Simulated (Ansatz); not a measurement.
The cell is COD entry 9008862, as deposited and not checked against the literature; nothing was relaxed. It differs from other determinations. The listed cell was then made from it by scaling, straining or moving an atom.

An input for CdS: DFT, PBE, PAW with Ansatz's default frozen-core files, scalar-relativistic (Ansatz 0.2.0).

Command: `ansatz run input.yaml --threads 1 --pin off --max-ram 4096MiB --backend cpu --events-out ev --progress --plain --runs-dir out` The run took 3.5 s on 1 thread of Intel(R) Xeon(R) 6975P-C (Granite Rapids), with other jobs on the host, peak memory 0.4 GiB.

```yaml
crystal:
  lattice:
    - [4.2174951875, 0.0, 0.0]
    - [-2.1087475937, 3.6524579727, 0.0]
    - [0.0, 0.0, 6.749]
  atoms:
    - { symbol: Cd, position: [0.3333333333, 0.6666666667, 0.0] }
    - { symbol: Cd, position: [0.6666666667, 0.3333333333, 0.5] }
    - { symbol: S, position: [0.3333333333, 0.6666666667, 0.385] }
    - { symbol: S, position: [0.6666666667, 0.3333333333, 0.885] }
kpoints:
  mp_grid: { grid: [7, 7, 4] }
scf:
  occupations: { method: fermi_dirac, width: 0.01 }
hamiltonian:
  xc: pbe
  pseudopotentials: { kind: paw }
output:
  forces: true
  stress: true
  eigenvalues: true
  efg: { contact_densities: true }
```

The results part of the log:

```
SCF 1 converged in 6 iterations: F = -18315.654873 eV  dr2 = 3.11e-8
  greatest PAW one-centre occupation: 1.000 electrons in one spin orbital (limit 2), on the Cd atom at site 1 (counted from 0), in its partial waves of l = 0
SCF converged after 6 iterations
Free energy (F): -18315.654873 eV
Harris-Foulkes:  -18315.654873 eV  (|F-HF|=4.03e-8)
Internal energy: -18315.654873 eV  (E = F + TS)
E sigma→0 (E₀):  -18315.654873 eV
Fermi energy:    6.830347 eV
--- Per-component energies (eV) ---
  E_band       = -1040.550660
  E_kinetic    = 1221.808327
  E_local      = -8173.654318  (includes V_loc(G=0)·N_el)
  E_nonlocal   = 124.447158
  E_hartree    = 3747.469322
  E_xc         = -546.834618
  E_vxc        = -616.915199  (∫ρ·V_xc dr)
  E_paw        = -9367.867721  (= ΣΔE_a)
  E_vpaw       = -1091.185380  (= ΣTr[D̂ρ^β])
  E_aug_tail   = 0.000030  (compensation charges beyond the density's cutoff)
  E_ewald      = -5321.023052
  E_smearing   = -0.000000  (= −TS)
  E_closure    = 0.000000  (closes the sum)
  Σ components = -18315.654873   (vs F -18315.654873, Δ=0.00e0)
--- Forces (eV/Å), atoms counted from 1 ---
  atom   1  Cd    -0.00000000    -0.00000000     0.12085411
  atom   2  Cd     0.00000000    -0.00000000     0.12085411
  atom   3  S     -0.00000000    -0.00000000    -0.12086365
  atom   4  S      0.00000000     0.00000000    -0.12086365
  max |Σ_I F_I| component: 1.91e-5 eV/Å
--- Stress (GPa, compression-positive) ---
        0.115490      -0.000000       0.000000
       -0.000000       0.115490      -0.000000
        0.000000       0.000000       0.024415
  P = ⅓ Tr σ = 0.0851 GPa (0.851 kbar)
--- PAW observables at the nuclei: V_zz in 10²¹ V/m², potentials from the cell's mean, atoms counted from 1 ---
  atom   1  Cd V_zz =    +1.754565   η = 0.0000   by run symmetry: allowed
            electrostatic potential = -7703.533202 V   contact ρ = 1035899.849177 e/Å³
  atom   2  Cd V_zz =    +1.754565   η = 0.0000   by run symmetry: allowed
            electrostatic potential = -7703.533202 V   contact ρ = 1035899.849177 e/Å³
  atom   3  S  V_zz =    -0.943049   η = 0.0000   by run symmetry: allowed
            electrostatic potential = -1633.018183 V   contact ρ = 19766.870151 e/Å³
  atom   4  S  V_zz =    -0.943049   η = 0.0000   by run symmetry: allowed
            electrostatic potential = -1633.018183 V   contact ρ = 19766.870151 e/Å³
--- Band table (eV; the first three rows and the last of 24) ---
  k-point 0: bands = ["-94.9480", "-94.9480", "-56.0219", "-56.0214", "-56.0190", "-56.0190", "-56.0189", "-56.0189", "-5.8261", "-5.4312", "-1.2869", "-1.2869", "-1.2469", "-1.2196", "-1.2196", "-0.9091", "-0.9091", "-0.8234", "-0.8234", "-0.4881", "2.2711", "5.5541", "5.5541", "6.2430", "6.2430", "6.2650", "7.3937", "8.8413", "12.6648", "12.6648", "13.1870"]
  k-point 1: bands = ["-94.9480", "-94.9480", "-56.0219", "-56.0215", "-56.0190", "-56.0190", "-56.0189", "-56.0189", "-5.7664", "-5.4862", "-1.2802", "-1.2802", "-1.2326", "-1.2326", "-1.2036", "-0.8938", "-0.8938", "-0.8332", "-0.8332", "-0.7149", "2.8161", "5.3165", "5.6502", "5.6502", "6.1371", "6.1371", "8.2622", "8.9370", "12.6152", "12.7250", "12.7250"]
  k-point 2: bands = ["-94.9480", "-94.9480", "-56.0217", "-56.0217", "-56.0190", "-56.0190", "-56.0190", "-56.0190", "-5.6240", "-5.6240", "-1.2595", "-1.2595", "-1.2595", "-1.2595", "-1.0358", "-1.0358", "-0.8608", "-0.8608", "-0.8608", "-0.8608", "3.9942", "3.9942", "5.8887", "5.8887", "5.8887", "5.8887", "8.9738", "8.9738", "12.3991", "12.3991", "12.9857"]
  k-point 23: bands = ["-94.9480", "-94.9480", "-56.0217", "-56.0217", "-56.0192", "-56.0192", "-56.0191", "-56.0191", "-5.3509", "-5.3509", "-1.1133", "-1.1133", "-1.0905", "-1.0905", "-0.9271", "-0.9271", "-0.8718", "-0.8718", "-0.4260", "-0.4260", "2.4702", "2.4702", "4.1167", "4.1167", "5.2974", "5.2974", "10.5936", "10.5936", "12.2122", "12.2122", "12.7849"]
```
